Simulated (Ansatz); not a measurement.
# InN under a change: biaxial strain −1.72 %, plane normal [001], relaxed out of plane

The parent structure is InN in the wurtzite structure (space group P6_3mc, No. 186; a = 3.537 Å, c = 5.714 Å). Axes: x lies along a and z along c of the hexagonal cell.

Perturbation: compressive biaxial strain of 1.72 % in the plane normal to [001], as in epitaxy on a mismatched substrate; the out-of-plane cell vector and the atoms relax.

All numbers come from DFT with PBEsol, PAW potentials and a 420 eV plane-wave cutoff in Ansatz (a program for electronic structure), no SOC. Γ-centred 11×11×6 mesh, Fermi–Dirac width 0.05 eV.

The space group remains P6_3mc (No. 186) and the shortest interatomic distance decreases by 1.7 pm (215.6 pm → 213.9 pm). The pressure (mean of the normal stresses, compression positive) goes from zero to 3.0 GPa and the band gap remains zero. The out-of-plane strain is +1.35 % (rough) and the mean in-plane stress (compression positive) comes out as +4.5 GPa (rough).

Final structure (turned so that z lies along the plane normal):

```
CELL_PARAMETERS angstrom
      3.47610     0.00000     0.00000
      1.73805     3.01039     0.00000
      0.00000     0.00000     5.79087
ATOMIC_POSITIONS crystal
  In 0.66667 0.66667 0.99864
  In 0.33333 0.33333 0.49864
  N  0.66667 0.66667 0.62656
  N  0.33333 0.33333 0.12656
```

The mesh was chosen for an insulator and is coarse for the gapless case. Without a gap, meshes like the base's 11×11×6 leave anisotropic stresses uncertain by several tenths of a GPa, and small strain energies with them. No phonon test of stability was made. The final runs are not spin-polarised. The zero or small gap of InN can change with the level of theory.
